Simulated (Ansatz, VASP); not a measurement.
**As: VASP beside Ansatz**

INCAR

```
SYSTEM = As
  PREC = Accurate
  ENCUT = 520
  EDIFF = 1E-6
  ISMEAR = -1
  SIGMA = 0.1
  LREAL = .False.
  LASPH = .True.
  NELM = 100
  ALGO = Normal
  ISIF = 2
  LWAVE = .False.
  LCHARG = .True.
  GGA = PE
  LELF = .True.
  LVHAR = .True.
  NBANDS = 14
```

Contents of KPOINTS:

```
Automatic mesh
0
Gamma
  8 8 10
  0 0 0
```

POSCAR

```
As
1.0
    4.8616439287      0.0000000000      0.0000000000
   -2.4308219644      4.2103071464      0.0000000000
    0.0000000000      0.0000000000      2.8264625668
As
3
Direct
    0.0000000000      0.0000000000      0.0000000000
    0.3333333333      0.6666666667      0.5000000000
    0.6666666667      0.3333333333      0.5000000000
```

Input for Ansatz:

```yaml
crystal:
  lattice:
    - [4.8616439287, 0.0, 0.0]
    - [-2.4308219644, 4.2103071464, 0.0]
    - [0.0, 0.0, 2.8264625668]
  atoms:
    - { symbol: As, position: [0.0, 0.0, 0.0] }
    - { symbol: As, position: [0.3333333333, 0.6666666667, 0.5] }
    - { symbol: As, position: [0.6666666667, 0.3333333333, 0.5] }
kpoints:
  mp_grid: { grid: [8, 8, 10] }
  band_path:
    path:
      - [0.0, 0.0, 0.0]
      - [0.5, 0.0, 0.0]
      - [0.3333333333, 0.3333333333, 0.0]
      - [0.0, 0.0, 0.0]
      - [0.0, 0.0, 0.5]
      - [0.5, 0.0, 0.5]
      - [0.3333333333, 0.3333333333, 0.5]
      - [0.0, 0.0, 0.5]
      - [0.5, 0.0, 0.5]
    npoints: 14
scf:
  occupations: { method: fermi_dirac, width: 0.1 }
hamiltonian:
  xc: pbe
  pseudopotentials: { kind: all_electron, lapw: { basis_error: 0.001 } }
output:
  forces: true
  stress: true
  eigenvalues: true
  populations: true
  dos: { projected: true, de: 0.2, e_range: [-14, 8] }
```

This isn't the form of As at room conditions, which is rhombohedral.

Alike in both runs: task single point; functional PBE; k mesh 8 × 8 × 10; occupations fermi-dirac, width 0.1 eV; no spin polarisation.

|  | VASP | Ansatz |
| --- | --- | --- |
| version | VASP 6.6.1 | Ansatz 0.2.0 |
| potentials or method | VASP PAW PBE potentials, release 64 (As) | all-electron LAPW, scalar-relativistic |
| plane-wave cutoff (eV) | 520 | see its input |

VASP gave:

```
pressure (GPa) : 0.1
```

Q: Estimate Ansatz's values.

A: Pressure (GPa): 0.0.

Ansatz ran all-electron here, so the differences hold the error of VASP's frozen core and of both bases.
